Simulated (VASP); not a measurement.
Runs of VASP 6.6.1 on CaH. Symmetry: Fm-3m, No. 225, cubic system. Conventional cell: a = 5.146 Å, b = 5.146 Å, c = 5.146 Å, α = 90.00°, β = 90.00°, γ = 90.00°. Ca (site symmetry m-3m) is surrounded by 6 H at 2.57 Å. H (site symmetry m-3m) has 6 Ca at 2.57 Å as nearest neighbours. The cell was built by a generator and needn't be a form met in nature.

```csv
task,level,potentials or basis,cell,k mesh,cutoff (eV),smearing,grid for exact exchange (PRECFOCK),screening parameter,other keys,mesh quality,gap on the mesh (eV),pressure (GPa)
relaxation of the atoms,PBEsol,"VASP PAW PBE potentials, release 64 (Ca_sv, H)",atoms relaxed,9 × 9 × 9,520,gaussian 0.05 eV,-,-,-,not flagged,none,-1.4
single point,PBE,"VASP PAW PBE potentials, release 64 (Ca_sv, H)",as given,9 × 9 × 9,520,fermi-dirac 0.05 eV,-,-,-,not flagged,none,0.1
relaxation of cell and atoms,PBE,"VASP PAW PBE potentials, release 64 (Ca_sv, H)",relaxed,9 × 9 × 9,600,gaussian 0.05 eV,-,-,-,not flagged,none,0.1
single point,HSE06+TS,"VASP PAW PBE potentials, release 64 (Ca_sv, H)",as given,5 × 5 × 5,600,gaussian 0.1 eV,Fast,0.200000 1/A,ENCUT = 600; PREC = Normal,coarse,none,-4.7
single point,LDA,"VASP PAW LDA potentials, release 64 (Ca_sv, H_h)",as given,9 × 9 × 9,900,tetrahedron,-,-,-,not flagged,none,(a)
```

Alike in all rows: no spin polarisation.

**Question.** Estimate the missing entries.

**Answer.** (a) -3.2.

Caveats: some runs use coarse meshes; the PAW data sets were made with another functional, which shifts forces and pressure a little (some runs); the relaxation stopped at its first step, so nothing moved (some runs); atom-pairwise D2, TS and ULG terms overbind metals (some runs); pairwise dispersion overbinds metals, which lowers pressure and volume (some runs); tetrahedron occupations give inexact forces and stress in metals (some runs).

A gap of «none» marks a metal or a gap under the smearing width.
